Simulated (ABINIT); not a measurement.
# TePb (Fm-3m): phonons by linear response, part 3 of 4

How does TePb (Fm-3m) vibrate, and is this structure a minimum?

ABINIT 10.8.3; DFT LDA, scalar-relativistic, plane waves, PseudoDojo norm-conserving pseudopotentials.

So far. Step 6 (Zone-centre response): The acoustic modes at Γ come out as far as 0.3 cm⁻¹ from zero, where they should vanish, a small numerical error; the Born charges miss their sum rule by 0.046 e, which is fair. Step 7 (Modes with the sum rule): The rule moves no optical mode by more than 0.1 cm⁻¹. The relaxed cell has a = 6.382 Å (conventional setting).

### 8. Sum rules set otherwise (asr 0)

Without the rule the raw error of the acoustic modes shows.

The input, anaddb.abi:

```
ddb_filepath "gamma_DDB"
output_file "anaddb.abo"
outdata_prefix "anaddb"
asr 0
chneut 0
enunit 2
eivec 1
nph1l 1
qph1l 0.0 0.0 0.0 1.0
dieflag 1
nph2l 3
qph2l 
    1.0 0.0 0.0 0.0
    0.0 0.0 1.0 0.0
    1.0 1.0 1.0 0.0
```

The input, mrgddb.in:

```
gamma_DDB
merged
2
dfpt_gammao_DS2_DDB
gso_DDB
```

Started as:

```sh
mrgddb < mrgddb.in > mrgddb.log
OMP_NUM_THREADS=1 anaddb anaddb.abi > anaddb.log
```

Numbers of over 12 decimals in the logs are rounded to 6 here.

anaddb.abo, the main output file:

```text
[banners, grids, parts of the stress and lines that vanish by symmetry left out]
-outvars_anaddb: echo values of input variables ----------------------

 Flags :
[...]
Dielectric Tensor and Effective Charges
[...]
Effective charge tensors after
[...]
Phonon wavevector (reduced coordinates) :  0.00000  0.00000  0.00000
 Phonon energies in Hartree :
[...]
Phonon energies in meV     :
-  3.780545E-02  3.780547E-02  3.780552E-02  4.487681E+00  4.487681E+00
-  4.487681E+00
 Phonon frequencies in cm-1    :
-  3.049215E-01  3.049217E-01  3.049221E-01  3.619559E+01  3.619559E+01
-  3.619559E+01
 Phonon frequencies in Thz     :
-  9.141318E-03  9.141322E-03  9.141335E-03  1.085117E+00  1.085117E+00
-  1.085117E+00
 Phonon energies in Kelvin  :
-  4.387141E-01  4.387143E-01  4.387149E-01  5.207738E+01  5.207738E+01
-  5.207738E+01
[...]
-  1  0.00000000E+00  0.00000000E+00  1.27992867E-03
-     0.00000000E+00  0.00000000E+00  0.00000000E+00
-  2  0.00000000E+00  0.00000000E+00  1.28012610E-03
-     0.00000000E+00  0.00000000E+00  0.00000000E+00
[...]
-  1  0.00000000E+00 -1.27992867E-03  0.00000000E+00
-     0.00000000E+00  0.00000000E+00  0.00000000E+00
-  2  0.00000000E+00 -1.28012610E-03  0.00000000E+00
-     0.00000000E+00  0.00000000E+00  0.00000000E+00
[...]
-  1  1.27992867E-03  0.00000000E+00  0.00000000E+00
-     0.00000000E+00  0.00000000E+00  0.00000000E+00
-  2  1.28012610E-03  0.00000000E+00  0.00000000E+00
-     0.00000000E+00  0.00000000E+00  0.00000000E+00
[...]
-  1  0.00000000E+00  0.00000000E+00  1.63125663E-03
-     0.00000000E+00  0.00000000E+00  0.00000000E+00
-  2  0.00000000E+00  0.00000000E+00 -1.00442203E-03
-     0.00000000E+00  0.00000000E+00  0.00000000E+00
[...]
-  1  0.00000000E+00  1.63125663E-03  0.00000000E+00
-     0.00000000E+00  0.00000000E+00  0.00000000E+00
-  2  0.00000000E+00 -1.00442203E-03  0.00000000E+00
-     0.00000000E+00  0.00000000E+00  0.00000000E+00
[...]
-  1  1.63125663E-03  0.00000000E+00  0.00000000E+00
-     0.00000000E+00  0.00000000E+00  0.00000000E+00
-  2 -1.00442203E-03  0.00000000E+00  0.00000000E+00
-     0.00000000E+00  0.00000000E+00  0.00000000E+00
[...]
-     1         -0.000000    -0.000000    -0.031909     0.031909
-     2         -0.000000     0.031909    -0.000000     0.031909
-     3         -0.031909    -0.000000     0.000000     0.031909
-     4         -0.000000    -0.000000    -7.781213     7.781213
-     5         -0.000007    -7.781213    -0.000000     7.781213
-     6         -7.781213     0.000007     0.000000     7.781213
[...]
-   1     Real    0.0000E+00  0.0000E+00  3.3365E-09  0.0000E+00  0.0000E+00  1.7090E-14  3.3365E-09
[...]
-   2     Real    0.0000E+00  3.3365E-09  0.0000E+00  0.0000E+00  0.0000E+00 -1.7090E-14  3.3365E-09
[...]
-   3     Real    3.3365E-09  0.0000E+00  0.0000E+00  0.0000E+00  0.0000E+00  0.0000E+00  3.3365E-09
[...]
-   4     Real    0.0000E+00  0.0000E+00  2.2220E-04  0.0000E+00  0.0000E+00  0.0000E+00  2.2220E-04
[...]
-   5     Real    0.0000E+00  2.2220E-04  0.0000E+00  1.9740E-10  0.0000E+00  0.0000E+00  2.2220E-04
[...]
-   6     Real    2.2220E-04  0.0000E+00  0.0000E+00 -1.9740E-10  0.0000E+00  0.0000E+00  2.2220E-04
[...]
Phonon at Gamma, with non-analyticity in the
[...]
Phonon energies in Hartree :
[...]
Phonon energies in meV     :
-  3.780545E-02  3.780547E-02  4.112201E-02  4.487681E+00  4.487681E+00
-  1.224360E+01
 Phonon frequencies in cm-1    :
-  3.049215E-01  3.049217E-01  3.316713E-01  3.619559E+01  3.619559E+01
-  9.875131E+01
 Phonon frequencies in Thz     :
-  9.141318E-03  9.141322E-03  9.943257E-03  1.085117E+00  1.085117E+00
-  2.960490E+00
 Phonon energies in Kelvin  :
-  4.387141E-01  4.387143E-01  4.772011E-01  5.207738E+01  5.207738E+01
-  1.420811E+02
[...]
-  1  0.00000000E+00  0.00000000E+00  1.27992867E-03
-     0.00000000E+00  0.00000000E+00  0.00000000E+00
-  2  0.00000000E+00  0.00000000E+00  1.28012610E-03
-     0.00000000E+00  0.00000000E+00  0.00000000E+00
[...]
Phonon at Gamma, with non-analyticity in the
[...]
Phonon energies in Hartree :
[...]
Phonon energies in meV     :
-  3.780547E-02  3.780552E-02  4.112194E-02  4.487681E+00  4.487681E+00
-  1.224360E+01
 Phonon frequencies in cm-1    :
-  3.049217E-01  3.049221E-01  3.316708E-01  3.619559E+01  3.619559E+01
-  9.875131E+01
 Phonon frequencies in Thz     :
-  9.141322E-03  9.141335E-03  9.943241E-03  1.085117E+00  1.085117E+00
-  2.960490E+00
 Phonon energies in Kelvin  :
-  4.387143E-01  4.387149E-01  4.772003E-01  5.207738E+01  5.207738E+01
-  1.420811E+02
[...]
Phonon at Gamma, with non-analyticity in the
[...]
Phonon energies in Hartree :
[...]
Phonon energies in meV     :
-  3.780546E-02  3.780550E-02  4.112197E-02  4.487681E+00  4.487681E+00
-  1.224360E+01
 Phonon frequencies in cm-1    :
-  3.049216E-01  3.049220E-01  3.316710E-01  3.619559E+01  3.619559E+01
-  9.875131E+01
 Phonon frequencies in Thz     :
-  9.141320E-03  9.141330E-03  9.943247E-03  1.085117E+00  1.085117E+00
-  2.960490E+00
 Phonon energies in Kelvin  :
-  4.387142E-01  4.387147E-01  4.772006E-01  5.207738E+01  5.207738E+01
-  1.420811E+02
[...]
-  1  1.03737429E-03 -6.28196102E-04 -4.09196328E-04
-     0.00000000E+00  0.00000000E+00  0.00000000E+00
-  2  1.03753426E-03 -6.28293042E-04 -4.09259487E-04
-     0.00000000E+00  0.00000000E+00  0.00000000E+00
[...]
-  1  7.35812684E-04  7.35801217E-04  7.35797394E-04
-     0.00000000E+00  0.00000000E+00  0.00000000E+00
-  2  7.41031163E-04  7.41019694E-04  7.41015871E-04
-     0.00000000E+00  0.00000000E+00  0.00000000E+00
[...]
-  1  1.65171811E-04  1.06198292E-03 -1.22715473E-03
-     0.00000000E+00  0.00000000E+00  0.00000000E+00
-  2 -1.01702088E-04 -6.53900203E-04  7.55602291E-04
-     0.00000000E+00  0.00000000E+00  0.00000000E+00
[...]
-  1  1.32163424E-03 -8.03860104E-04 -5.17774136E-04
-     0.00000000E+00  0.00000000E+00  0.00000000E+00
-  2 -8.13776644E-04  4.94964914E-04  3.18811730E-04
-     0.00000000E+00  0.00000000E+00  0.00000000E+00
[...]
Direction                     Dielectric constant
[...]
0.00000   0.00000   1.00000    270.44601098
   1.00000   1.00000   1.00000    270.44601095
-
```

Run time: 0.51 s. Hardware: 1 thread of Arm Neoverse V2, shared host.

This step gave:

| Quantity | Value |
| --- | --- |
| highest optical zone-centre mode (no LO-TO term) | 36.2 cm⁻¹ |
| lowest optical zone-centre mode | 36.2 cm⁻¹ |
| mean static dielectric constant | 270.4 |

Zone-centre frequencies as printed; negative means imaginary. Modes:

```
mode  frequency (cm⁻¹)
   1               0.3
   2               0.3
   3               0.3
   4              36.2
   5              36.2
   6              36.2
```

### 9. Linear response on the mesh

Linear response treats each wavevector in the unit cell, with no supercell; the 2×2×2 mesh fixes the range of the force constants to be had.

The input, dfpt_q.abi:

```
ndtset 2

# wavevectors
qpt1 0.5 0.0 0.0
qpt2 0.5 0.5 0.0

# displacements
getwfk_filepath "gso_WFK"
getwfq_filepath "gso_WFK"
kptopt 3
nqpt 1
rfphon 1
rfatpol 1 2
rfdir 1 1 1
tolvrs 1.0d-10
prtwf 0

# basis, mesh and filling
ecut 34.0
ngkpt 6 6 6
nshiftk 1
shiftk 0.0 0.0 0.0
istwfk *1
occopt 1
nband 15
nstep 100
diemac 9.0
prtebands 0
prtgsr 0
useylm 1

# cell and atoms
acell 8.527775946 8.527775946 8.527775946
rprim 
    0.0 0.7071067812 0.7071067812
    0.7071067812 0.0 0.7071067812
    0.7071067812 0.7071067812 0.0
ntypat 2
znucl 52 82
natom 2
typat 1 2
xred 
    0.5 0.5 0.5
    0.0 0.0 0.0
pp_dirpath "./pseudo"
pseudos "Te.upf, Pb.upf"
```

Started as:

```sh
OMP_NUM_THREADS=1 mpirun -n 4 abinit dfpt_q.abi > dfpt_q.log
```

dfpt_q.abo, the main output file:

```text
[banners, grids, parts of the stress and lines that vanish by symmetry left out]
- input  file    -> dfpt_q.abi
- output file    -> dfpt_q.abo
- root for input  files -> dfpt_qi
[...]
DATASET    1 : space group Fm -3 m (#225); Bravais cF (face-center cubic)
[...]
nfft =      110592          nkpt =         216
[...]
DATASET    2 : space group Fm -3 m (#225); Bravais cF (face-center cubic)
[...]
nfft =      110592          nkpt =         216
[...]
== DATASET  1 ==================================================================
[...]
cutoff_energies: {ecut:  34.0, pawecutdg:  -1.0, }
[...]
Perturbation : displacement of atom   1   along direction   1
[...]
-ETOT  1   10.984053541138     -3.644E+04 4.135E+01 8.889E+03
 ETOT  2   4.050637     -6.933E+00 3.453E-02 4.837E+02
 ETOT  3   3.979357     -7.128E-02 4.456E-04 3.883E+01
 ETOT  4   3.969314     -1.004E-02 6.105E-05 4.605E+00
 ETOT  5   3.968900     -4.138E-04 1.594E-06 1.135E-01
[...]
At SCF step   12       vres2   =  5.81E-12 < tolvrs=  1.00E-10 =>converged.
[...]
Perturbation : displacement of atom   1   along direction   2
[...]
-ETOT  1   10.106427196363     -3.613E+04 4.148E+01 2.098E+02
[...]
At SCF step   11       vres2   =  1.08E-11 < tolvrs=  1.00E-10 =>converged.
[...]
Perturbation : displacement of atom   2   along direction   1
[...]
-ETOT  1   10.949619254602     -1.397E+04 2.004E+01 5.007E+04
[...]
At SCF step   13       vres2   =  6.45E-12 < tolvrs=  1.00E-10 =>converged.
[...]
Perturbation : displacement of atom   2   along direction   2
[...]
-ETOT  1   6.200859     -1.374E+04 2.011E+01 9.031E+02
[...]
At SCF step   11       vres2   =  9.75E-12 < tolvrs=  1.00E-10 =>converged.
[...]
Phonon wavevector (reduced coordinates) :  0.50000  0.00000  0.00000
 Phonon energies in Hartree :
[...]
Phonon frequencies in cm-1    :
-  5.969152E+01  5.969152E+01  9.275291E+01  1.003746E+02  1.003746E+02
-  1.091580E+02
[...]
== DATASET  2 ==================================================================
[...]
cutoff_energies: {ecut:  34.0, pawecutdg:  -1.0, }
[...]
Perturbation : displacement of atom   1   along direction   1
[...]
-ETOT  1   8.584089     -3.633E+04 4.133E+01 3.518E+02
[...]
At SCF step   21       vres2   =  5.85E-11 < tolvrs=  1.00E-10 =>converged.
[...]
Perturbation : displacement of atom   2   along direction   1
[...]
-ETOT  1   5.188215     -1.389E+04 2.005E+01 9.938E+02
[...]
ETOT 14   1.045467     -1.673E-10 3.831E-10 1.970E-10
 ETOT 15   1.045467      1.000E-10 1.866E-10 9.443E-11
 At SCF step   15       vres2   =  9.44E-11 < tolvrs=  1.00E-10 =>converged.
[...]
Phonon wavevector (reduced coordinates) :  0.50000  0.50000  0.00000
 Phonon energies in Hartree :
[...]
Phonon frequencies in cm-1    :
-  2.394011E+01  2.394011E+01  3.069613E+01  7.604141E+01  7.604141E+01
-  8.286000E+01
[...]
strten1     0.0000000000E+00  0.0000000000E+00  0.0000000000E+00
           strten2     0.0000000000E+00  0.0000000000E+00  0.0000000000E+00
================================================================================
```

Wall time 9.7 min (4 MPI ranks); 39 min of CPU time.

Numbers from this step:

- lowest mode on the q mesh (acoustic ones at the zone centre apart): 23.94 cm⁻¹

Frequencies (cm⁻¹) before the sum rule at the irreducible wavevectors but Γ, which is solved apart; negative means imaginary. Frequencies by wavevector:

```
q (fractions)  star  mode 1  mode 2  mode 3  mode 4  mode 5  mode 6
      0.5 0 0     4   59.69   59.69   92.75   100.4   100.4   109.2
    0.5 0.5 0     3   23.94   23.94    30.7   76.04   76.04   82.86
```

### 10. Dispersion

anaddb transforms the dynamical matrices to force constants, with the dipole-dipole part treated apart, and back along the path; points of the mesh come back as solved, but for the sum rule and, in polar crystals, the LO-TO term at Γ; the rest is interpolation.

The input, anaddb.abi:

```
ddb_filepath "all_DDB"
output_file "anaddb.abo"
outdata_prefix "anaddb"
ifcflag 1
ngqpt 2 2 2
nqshft 1
q1shft 0.0 0.0 0.0
asr 1
chneut 1
dipdip 1
dipquad 0
quadquad 0
enunit 0
eivec 0
nph1l 62
qph1l 
    5.0d-06 0.0 5.0d-06 1.0
    0.05 0.0 0.05 1.0
    0.1 0.0 0.1 1.0
    0.15 0.0 0.15 1.0
    0.2 0.0 0.2 1.0
    0.25 0.0 0.25 1.0
    0.3 0.0 0.3 1.0
    0.35 0.0 0.35 1.0
    0.4 0.0 0.4 1.0
    0.45 0.0 0.45 1.0
    0.5 0.0 0.5 1.0
    0.5125 0.025 0.5125 1.0
    0.525 0.05 0.525 1.0
    0.5375 0.075 0.5375 1.0
    0.55 0.1 0.55 1.0
    0.5625 0.125 0.5625 1.0
    0.575 0.15 0.575 1.0
    0.5875 0.175 0.5875 1.0
    0.6 0.2 0.6 1.0
    0.6125 0.225 0.6125 1.0
    0.625 0.25 0.625 1.0
    0.375 0.375 0.75 1.0
    0.3375 0.3375 0.675 1.0
    0.3 0.3 0.6 1.0
    0.2625 0.2625 0.525 1.0
    0.225 0.225 0.45 1.0
    0.1875 0.1875 0.375 1.0
    0.15 0.15 0.3 1.0
    0.1125 0.1125 0.225 1.0
    0.075 0.075 0.15 1.0
    0.0375 0.0375 0.075 1.0
    5.0d-06 5.0d-06 5.0d-06 1.0
    0.05 0.05 0.05 1.0
    0.1 0.1 0.1 1.0
    0.15 0.15 0.15 1.0
    0.2 0.2 0.2 1.0
    0.25 0.25 0.25 1.0
    0.3 0.3 0.3 1.0
    0.35 0.35 0.35 1.0
    0.4 0.4 0.4 1.0
    0.45 0.45 0.45 1.0
    0.5 0.5 0.5 1.0
    0.5 0.475 0.525 1.0
    0.5 0.45 0.55 1.0
    0.5 0.425 0.575 1.0
    0.5 0.4 0.6 1.0
    0.5 0.375 0.625 1.0
    0.5 0.35 0.65 1.0
    0.5 0.325 0.675 1.0
    0.5 0.3 0.7 1.0
    0.5 0.275 0.725 1.0
    0.5 0.25 0.75 1.0
    0.5 0.225 0.725 1.0
    0.5 0.2 0.7 1.0
    0.5 0.175 0.675 1.0
    0.5 0.15 0.65 1.0
    0.5 0.125 0.625 1.0
    0.5 0.1 0.6 1.0
    0.5 0.075 0.575 1.0
    0.5 0.05 0.55 1.0
    0.5 0.025 0.525 1.0
    0.5 0.0 0.5 1.0
```

The input, mrgddb.in:

```
all_DDB
merged
3
dfpt_gammao_DS2_DDB
dfpt_qo_DS1_DDB
dfpt_qo_DS2_DDB
```

Started as:

```sh
mrgddb < mrgddb.in > mrgddb.log
OMP_NUM_THREADS=1 anaddb anaddb.abi > anaddb.log
```

anaddb.abo, the main output file:

```text
[banners, grids, parts of the stress and lines that vanish by symmetry left out]
-outvars_anaddb: echo values of input variables ----------------------

 Flags :
[...]
Dielectric Tensor and Effective Charges
[...]
Effective charge tensors after
[...]
Phonon wavevector (reduced coordinates) :  0.00001  0.00000  0.00001
 Phonon energies in Hartree :
[...]
Phonon frequencies in cm-1    :
-  0.000000E+00  0.000000E+00  0.000000E+00  3.619375E+01  3.619375E+01
-  9.866744E+01
[...]
Phonon wavevector (reduced coordinates) :  0.05000  0.00000  0.05000
 Phonon energies in Hartree :
[...]
Phonon frequencies in cm-1    :
-  1.264199E+01  1.264199E+01  1.698030E+01  3.978293E+01  3.978293E+01
-  9.856385E+01
[...]
Phonon wavevector (reduced coordinates) :  0.10000  0.00000  0.10000
 Phonon energies in Hartree :
[...]
Phonon frequencies in cm-1    :
-  2.365573E+01  2.365573E+01  3.271601E+01  4.847984E+01  4.847984E+01
-  9.808588E+01
[...]
Phonon wavevector (reduced coordinates) :  0.15000  0.00000  0.15000
 Phonon energies in Hartree :
[...]
Phonon frequencies in cm-1    :
-  3.221722E+01  3.221722E+01  4.605320E+01  5.856649E+01  5.856649E+01
-  9.683402E+01
[...]
Phonon wavevector (reduced coordinates) :  0.20000  0.00000  0.20000
 Phonon energies in Hartree :
[...]
Phonon frequencies in cm-1    :
-  3.792019E+01  3.792019E+01  5.595003E+01  6.739586E+01  6.739586E+01
-  9.446610E+01
  Phonon wavevector (reduced coordinates) :  0.25000  0.00000  0.25000
 Phonon energies in Hartree :
[...]
Phonon frequencies in cm-1    :
-  4.049113E+01  4.049113E+01  6.133792E+01  7.368182E+01  7.368182E+01
-  9.115659E+01
  Phonon wavevector (reduced coordinates) :  0.30000  0.00000  0.30000
 Phonon energies in Hartree :
[...]
Phonon frequencies in cm-1    :
-  3.990496E+01  3.990496E+01  6.101878E+01  7.711370E+01  7.711370E+01
-  8.795387E+01
  Phonon wavevector (reduced coordinates) :  0.35000  0.00000  0.35000
 Phonon energies in Hartree :
[...]
Phonon frequencies in cm-1    :
-  3.654137E+01  3.654137E+01  5.484669E+01  7.808866E+01  7.808866E+01
-  8.577518E+01
  Phonon wavevector (reduced coordinates) :  0.40000  0.00000  0.40000
 Phonon energies in Hartree :
[...]
Phonon frequencies in cm-1    :
-  3.136530E+01  3.136530E+01  4.501460E+01  7.750804E+01  7.750804E+01
-  8.429744E+01
  Phonon wavevector (reduced coordinates) :  0.45000  0.00000  0.45000
 Phonon energies in Hartree :
[...]
Phonon frequencies in cm-1    :
-  2.622842E+01  2.622842E+01  3.519352E+01  7.650336E+01  7.650336E+01
-  8.325643E+01
  Phonon wavevector (reduced coordinates) :  0.50000  0.00000  0.50000
 Phonon energies in Hartree :
[...]
Phonon frequencies in cm-1    :
-  2.393883E+01  2.393883E+01  3.069514E+01  7.604033E+01  7.604033E+01
-  8.285900E+01
  Phonon wavevector (reduced coordinates) :  0.51250  0.02500  0.51250
 Phonon energies in Hartree :
[...]
Phonon frequencies in cm-1    :
-  2.420922E+01  2.459025E+01  3.091188E+01  7.616843E+01  7.619278E+01
-  8.297721E+01
  Phonon wavevector (reduced coordinates) :  0.52500  0.05000  0.52500
 Phonon energies in Hartree :
[...]
Phonon frequencies in cm-1    :
-  2.499249E+01  2.643578E+01  3.154807E+01  7.654868E+01  7.664404E+01
-  8.332716E+01
  Phonon wavevector (reduced coordinates) :  0.53750  0.07500  0.53750
 Phonon energies in Hartree :
[...]
Phonon frequencies in cm-1    :
-  2.621392E+01  2.921616E+01  3.256453E+01  7.716904E+01  7.737629E+01
-  8.389518E+01
[...]
-  5.969129E+01  5.969129E+01  9.275276E+01  1.003736E+02  1.003736E+02
-  1.091571E+02
  Phonon wavevector (reduced coordinates) :  0.50000  0.47500  0.52500
 Phonon energies in Hartree :
[...]
Phonon frequencies in cm-1    :
-  5.925554E+01  5.945044E+01  9.200381E+01  1.000415E+02  1.002083E+02
-  1.086532E+02
  Phonon wavevector (reduced coordinates) :  0.50000  0.45000  0.55000
 Phonon energies in Hartree :
[...]
Phonon frequencies in cm-1    :
-  5.798422E+01  5.872284E+01  8.983419E+01  9.907341E+01  9.968278E+01
-  1.071903E+02
  Phonon wavevector (reduced coordinates) :  0.50000  0.42500  0.57500
 Phonon energies in Hartree :
[...]
Phonon frequencies in cm-1    :
-  5.598606E+01  5.749893E+01  8.641607E+01  9.754862E+01  9.876911E+01
-  1.049149E+02
  Phonon wavevector (reduced coordinates) :  0.50000  0.40000  0.60000
 Phonon energies in Hartree :
[...]
Phonon frequencies in cm-1    :
-  5.344605E+01  5.578179E+01  8.195554E+01  9.558239E+01  9.750723E+01
-  1.020701E+02
  Phonon wavevector (reduced coordinates) :  0.50000  0.37500  0.62500
 Phonon energies in Hartree :
[...]
Phonon frequencies in cm-1    :
-  5.063128E+01  5.361623E+01  7.669906E+01  9.330089E+01  9.600385E+01
-  9.899252E+01
  Phonon wavevector (reduced coordinates) :  0.50000  0.35000  0.65000
 Phonon energies in Hartree :
[...]
Phonon frequencies in cm-1    :
[...]
Phonon wavevector (reduced coordinates) :  0.50000  0.02500  0.52500
 Phonon energies in Hartree :
[...]
Phonon frequencies in cm-1    :
-  2.459357E+01  2.510036E+01  3.112417E+01  7.625386E+01  7.638418E+01
-  8.309372E+01
  Phonon wavevector (reduced coordinates) :  0.50000  0.00000  0.50000
 Phonon energies in Hartree :
[...]
Phonon frequencies in cm-1    :
-  2.393883E+01  2.393883E+01  3.069514E+01  7.604033E+01  7.604033E+01
-  8.285900E+01
-
```

Elapsed: 1.2 s, on 1 thread.

This step gave:

| Quantity | Value |
| --- | --- |
| lowest frequency on the path | 0 cm⁻¹ |

Anaddb, dipole-dipole term. Phonon branches along the path, in cm⁻¹:

```
    point  branch 1  branch 2  branch 3  branch 4  branch 5  branch 6
        Γ         0         0         0        36        36        99
  halfway        40        40        61        74        74        91
        X        24        24        31        76        76        83
  halfway        30        36        36        79        80        86
        U        39        45        57        86        87        91
jump to K        39        45        57        86        87        91
  halfway        44        50        69        81        84       102
        Γ         0         0         0        36        36        99
  halfway        44        44        63        74        74       106
        L        60        60        93       100       100       109
  halfway        51        54        77        93        96        99
        W        44        44        54        84        91        91
  halfway        35        38        42        80        83        87
        X        24        24        31        76        76        83
```

The phonon branches as a text plot (rows in cm⁻¹):

```
    107 |                                   *********
    102 |                      ******    ***     **  *
     98 |****               ***      ****      ** ******
     93 |    ***          *****                 ***   ***
     89 |       *       **** ***              **   *   *******
     84 |        **********     *            *      **   ********
     80 |        ***   **       *             *              ***
     75 |      **   ***     **** *          *         *        **
     71 |                       **           *         *
     66 |    **            *               *            *
     61 |      **                ***        *    **
     57 |   ***  *        *  **                **  ***   *
     52 |                * **  **   *     **  *      ***  **
     48 |  **               ****  ***        *         **   **
     43 |         **    ****    **       *  *            ****
     39 | *  *****     ****      *   *  * **                ***
     34 |* **       *  **         *** **                      **
     30 |         ** ***                  *                    **
     25 |  *        ***             *    *                     **
     20 |                                *
     16 | *                          *
     11 | *                          *  *
      7 |
      2 |*                            **
         Γ           X  U|K            Γ         L        W     X
```

All branches are real along the path.

[end of part 3 of 4]

[Host names and launcher messages were left out of these logs when they were recorded.]

[Logs are printed without paths, hosts, clocks, repeated set-up lines and the standing remarks that a program may print on its own settings, such as how far it seeks lower states.]

[Hosts, paths, dates, database ids (printed as entryN), source tags and the programs' standing remarks are cut or masked in the printed files.]
